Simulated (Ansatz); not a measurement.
# PbF2 (fluorite): the cost of one run

Program: Ansatz 0.2.0. Level of theory: DFT PBEsol, spin-orbit coupling, plane waves, PAW. These are calculated values, not measurements.

### 1 Starting point

The structure is cubic, space group Fm-3m (No. 225). Conventional cell: a = 6.057 Å, b = 6.057 Å, c = 6.057 Å, α = 90.00°, β = 90.00°, γ = 90.00°. Pb (site symmetry m-3m) has 8 F at 2.62 Å as nearest neighbours. Around F (site symmetry -43m) lie 4 Pb at 2.62 Å.

Structure file:

```
Pb F
1.0
     0.00000    3.02825    3.02825
     3.02825    0.00000    3.02825
     3.02825    3.02825    0.00000
Pb F
1 2
Direct
  0.00000 0.00000 0.00000
  0.25000 0.25000 0.25000
  0.75000 0.75000 0.75000
```

### 2 Volume × 1.06

input.yaml

```yaml
crystal:
  lattice:
    - [0.0, 3.0282500826, 3.0282500826]
    - [3.0282500826, 0.0, 3.0282500826]
    - [3.0282500826, 3.0282500826, 0.0]
  atoms:
    - { symbol: Pb, position: [0.0, 0.0, 0.0] }
    - { symbol: F, position: [0.25, 0.25, 0.25] }
    - { symbol: F, position: [0.75, 0.75, 0.75] }
scf:
  occupations: { method: fixed }
output:
  forces: true
  stress: true
  eigenvalues: true
  write_density: true
  write_potential: true
  elf: true
  volumetric_format: npy
hamiltonian:
  xc: pbesol
magnetization:
  noncollinear: true
  spin_orbit: true
basis:
  ecutwfc: 520
kpoints:
  mp_grid: { grid: [8, 8, 8] }
```

On the command line:

```sh
ansatz run input.yaml --threads 1 --pin off --max-ram 4096MiB --backend cpu --events-out ev --progress --plain --runs-dir out
```

Q: Estimate wall time and peak memory on 1 thread of AMD EPYC 7R43 (Zen 3), shared host.

About 16 s, with a peak of 0.54 GiB.
